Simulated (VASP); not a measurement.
Write the native input for VASP 6.6.1 that does the following.

```yaml
Task: relaxation of cell and atoms
Functional: PBE
Dispersion: D3(BJ)
Potentials_or_basis: VASP PAW PBE potentials, release 64 (Ti_sv, Se)
Cutoff: 600 eV
k_mesh: 12 × 12 × 6
Occupations: methfessel-paxton, width 0.1 eV
Spin: no spin polarisation
Further_INCAR_settings: ALGO = Normal; EDIFF = 1e-07; IBRION = 2; EDIFFG = -0.005; NSW = 90; ISIF = 3
```

The structure of TiSe2 lies in POSCAR:

```
TiSe2                                   
1.0
    3.4817797602      0.0000000000     -0.0000000000
   -1.7408898801      3.0153097228     -0.0000000000
   -0.0000000000      0.0000000000      5.8586364345
  Ti              Se            
     1     2
Direct
     0.0000000000000000    0.0000000000000000    0.0000000000000000
     0.3333333332999970    0.6666666667000030    0.2653902336693684
     0.6666666667000030    0.3333333332999970    0.7346097663306316
```

One way to write it, as run:

INCAR

```
PREC     = Accurate       # precision mode
ENCUT    = 600            # plane-wave cutoff, eV
EDIFF    = 1E-7           # SCF threshold, eV
ISMEAR   = 1              # smearing method
SIGMA    = 0.1            # smearing width, eV
LREAL    = False          # projectors in reciprocal space
LASPH    = True           # aspherical terms in the spheres
NELM     = 80             # most SCF steps
ALGO     = Normal         # electronic algorithm
ISIF     = 3              # what is computed and relaxed
LWAVE    = False          # write WAVECAR
LCHARG   = False          # write CHGCAR
GGA      = PE             # functional
IVDW     = 12             # dispersion correction
IBRION   = 2              # ionic algorithm
NSW      = 90             # ionic steps
EDIFFG   = -0.005         # ionic threshold
KPAR     = 4
```

KPOINTS

```
Automatic mesh
0
Gamma
  12 12 6
```

Potentials or basis: VASP PAW PBE potentials, release 64 (Ti_sv, Se).

Launch:

```console
$ cat potpaw_PBE.64/Ti_sv/POTCAR potpaw_PBE.64/Se/POTCAR > POTCAR
$ mpirun -np 4 vasp_std > vasp.out
```

It gave:

- Relaxed volume: 20.52 Å³/atom
- Relaxed cell: a = 3.484 Å, b = 3.484 Å, c = 5.857 Å, α = 90.00°, β = 90.00°, γ = 120.00°
- Space group after relaxing (to 0.05 Å): P-3m1 (No. 164)
- Energy gained by relaxing: 0.0 meV/atom
- Ionic steps: 4
- Pressure after relaxing: 0.0 GPa
- Band gap on the k mesh: none (metal or under the smearing width)
- Dispersion energy per atom: -0.451 eV

Caveat: pairwise dispersion overbinds metals, which lowers pressure and volume.

Run time: 71 s on 4 MPI ranks on Intel(R) Xeon(R) Platinum 8488C (Sapphire Rapids), on a shared host, peak memory 0.29 GiB a rank.
